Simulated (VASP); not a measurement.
# SnS: relaxation of cell and atoms with PBEsol

Crystal: SnS.

```
Sn S
1.0
    11.20000    0.00000    0.00000
     0.00000    3.98700    0.00000
     0.00000    0.00000    4.33400
Sn S
4 4
Cartesian
  1.3373 0.9968 0.5192
  4.2627 2.9903 2.6862
  6.9373 0.9968 1.6478
  9.8627 2.9903 3.8148
  9.5290 0.9968 2.0773
  7.2710 2.9903 4.2443
  3.9290 0.9968 0.0897
  1.6710 2.9903 2.2567
```

| Property | Result |
| --- | --- |
| Program | VASP 6.6.1 |
| Task | relaxation of cell and atoms |
| Functional | PBEsol |
| Potentials or basis | VASP PAW PBE potentials, release 64 (Sn_d, S) |
| Cutoff | 600 eV |
| k mesh | 4 × 8 × 6 |
| Occupations | gaussian, width 0.03 eV |
| Spin | no spin polarisation |
| Further INCAR settings | ALGO = Normal; EDIFF = 1e-06; IBRION = 2; EDIFFG = -0.01; NSW = 90; ISIF = 3 |

The relaxed volume is 23.42 Å³/atom. The relaxed cell is a = 11.083 Å, b = 3.984 Å, c = 4.242 Å, α = 90.00°, β = 90.00°, γ = 90.00°, the space group after relaxing (to 0.05 Å) is Pnma (No. 62) and the energy gained by relaxing is 3.3 meV/atom. The ionic steps are 17 and the pressure after relaxing is 0.0 GPa. The largest force after relaxing is 0.009 eV/Å and the band gap on the k mesh is 0.77 eV, indirect (least direct gap 1.08 eV).

Forces on the atoms (eV/Å):
```
Sn  -0.003  0.000 -0.009
Sn   0.003  0.000 -0.009
Sn  -0.003  0.000  0.009
Sn   0.003  0.000  0.009
S    0.001  0.000  0.002
S   -0.001  0.000  0.002
S    0.001  0.000 -0.002
S   -0.001  0.000 -0.002
```

Stress tensor (GPa, compression positive):
```
 0.04  0.00  0.00
 0.00 -0.05  0.00
 0.00  0.00 -0.01
```

Step by step:
| step | energy change (eV) | largest force (eV/Å) | pressure (GPa) | volume (Å³) |
| --- | --- | --- | --- | --- |
| 1 | 0.0000 | 0.0741 | -0.79 | 193.53 |
| 2 | -0.0097 | 0.1417 | 0.13 | 190.21 |
| 3 | -0.0097 | 0.1445 | 0.17 | 190.10 |
| 4 | -0.0166 | 0.0946 | 0.11 | 189.32 |
| 5 | -0.0225 | 0.0337 | 0.02 | 187.85 |
| 6 | -0.0226 | 0.0383 | 0.03 | 187.65 |
| 7 | -0.0247 | 0.0292 | -0.04 | 187.49 |
| 8 | -0.0246 | 0.0292 | -0.03 | 187.48 |
| 9 | -0.0254 | 0.0155 | 0.05 | 187.24 |
| 10 | -0.0255 | 0.0152 | 0.09 | 187.09 |
| 11 | -0.0257 | 0.0241 | -0.09 | 187.58 |
| 12 | -0.0258 | 0.0208 | -0.02 | 187.43 |
| 13 | -0.0258 | 0.0204 | -0.05 | 187.45 |
| 14 | -0.0259 | 0.0183 | -0.02 | 187.43 |
| 15 | -0.0260 | 0.0166 | -0.01 | 187.41 |
| 16 | -0.0262 | 0.0091 | 0.02 | 187.33 |
| 17 | -0.0262 | 0.0094 | -0.01 | 187.35 |

Final structure:
```
Sn S
1.0
    11.08297    0.00000    0.00000
     0.00000    3.98446    0.00000
     0.00000    0.00000    4.24249
Sn S
4 4
Direct
  0.11831 0.25000 0.11342
  0.38169 0.75000 0.61342
  0.61831 0.25000 0.38658
  0.88169 0.75000 0.88658
  0.85349 0.25000 0.47308
  0.64651 0.75000 0.97308
  0.35349 0.25000 0.02692
  0.14651 0.75000 0.52692
```

Levels at points of the mesh, in eV from the valence-band top:
```
           k point  band 38  band 39  band 40  band 41  band 42  band 43
(0.00, 0.00, 0.00)    -1.25    -0.82    -0.68     0.77     2.96     3.00
(0.50, 0.00, 0.00)    -2.22    -0.70    -0.70     2.61     2.61     2.78
(0.00, 0.50, 0.00)    -1.02    -0.78    -0.78     1.10     1.10     1.70
(0.50, 0.50, 0.00)    -1.01    -1.01    -1.01     1.58     1.58     1.58
(0.00, 0.00, 0.50)    -0.94    -0.09    -0.09     1.41     1.41     1.88
(0.50, 0.00, 0.50)    -0.70     0.00     0.00     1.30     1.30     1.83
(0.00, 0.50, 0.50)    -2.57    -1.56    -1.56     2.75     2.75     3.02
(0.50, 0.50, 0.50)    -1.75    -1.75    -1.75     2.56     2.56     2.56
```

Run time: 51 min on 2 MPI ranks on Intel(R) Xeon(R) Platinum 8488C (Sapphire Rapids) (shared host), peak memory 0.67 GiB a rank.

Caveat: the PAW data sets were made with another functional, which shifts forces and pressure a little; spin-orbit coupling is left out, which moves the levels of the heavy elements. A k mesh can miss the band edges.
